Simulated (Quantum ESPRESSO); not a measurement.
Input of a Quantum ESPRESSO 7.5 run:

File pw.in:

```
&CONTROL
  calculation = 'scf'
  prefix = 'pwscf'
  outdir = './tmp'
  pseudo_dir = './pseudo'
  tprnfor = .true.
  disk_io = 'low'
/
&SYSTEM
  ibrav = 0
  celldm(1) = 8
  nat = 6
  ntyp = 2
  ecutwfc = 55
  ecutrho = 440
  nbnd = 33
  occupations = 'smearing'
  smearing = 'fd'
  degauss = 0.00367493
/
&ELECTRONS
  conv_thr = 6d-09
  electron_maxstep = 150
  mixing_beta = 0.3
  mixing_mode = 'local-TF'
/
ATOMIC_SPECIES
S     32.0600 s_pbe_v1.4.uspp.F.UPF
Ti    47.8670 ti_pbe_v1.4.uspp.F.UPF
CELL_PARAMETERS alat
  0.8059683274103  -0.0000000000000   0.0000000000000
 -0.4029841637049   0.6979890461828   0.0000000000000
  0.0000000000000   0.0000000000000   5.5611096611253
ATOMIC_POSITIONS crystal
S      0.6666666667    0.3333333334    0.3185727939
Ti     0.0000000000    0.0000000000    0.3790485293
S      0.3333333333    0.6666666666    0.4395242646
S      0.6666666667    0.3333333334    0.5604757354
Ti     0.0000000000    0.0000000000    0.6209514707
S      0.3333333333    0.6666666666    0.6814272061
K_POINTS automatic
9 9 1 0 0 0
```

The input pp_density.in:

```
&INPUTPP
  prefix = 'pwscf'
  outdir = './tmp'
  filplot = 'density.dat'
  plot_num = 0
/
&PLOT
  nfile = 1
  filepp(1) = 'density.dat'
  iflag = 3
  output_format = 6
  fileout = 'density.cube'
/
```

pp_potential.in

```
&INPUTPP
  prefix = 'pwscf'
  outdir = './tmp'
  filplot = 'potential.dat'
  plot_num = 11
/
&PLOT
  nfile = 1
  filepp(1) = 'potential.dat'
  iflag = 3
  output_format = 6
  fileout = 'potential.cube'
/
```

Potentials or basis: SSSP 1.3 efficiency PBE.

Command:

```console
$ OMP_NUM_THREADS=1 mpirun -n 2 pw.x -nk 2 -in pw.in > pw.out
$ OMP_NUM_THREADS=1 mpirun -n 1 pp.x -in pp_density.in > pp_density.out
$ OMP_NUM_THREADS=1 mpirun -n 1 pp.x -in pp_potential.in > pp_potential.out
```

(1) What does it give for the work function of the upper face?

(2) Predict the work function of the lower face.

(3) What does it give for the band gap on the k mesh?

(4) What does it give for the largest force?

Results:

(1) 5.83 eV.

(2) 5.83 eV.

(3) none (metal or under the smearing width).

(4) 0.154 eV/Å.
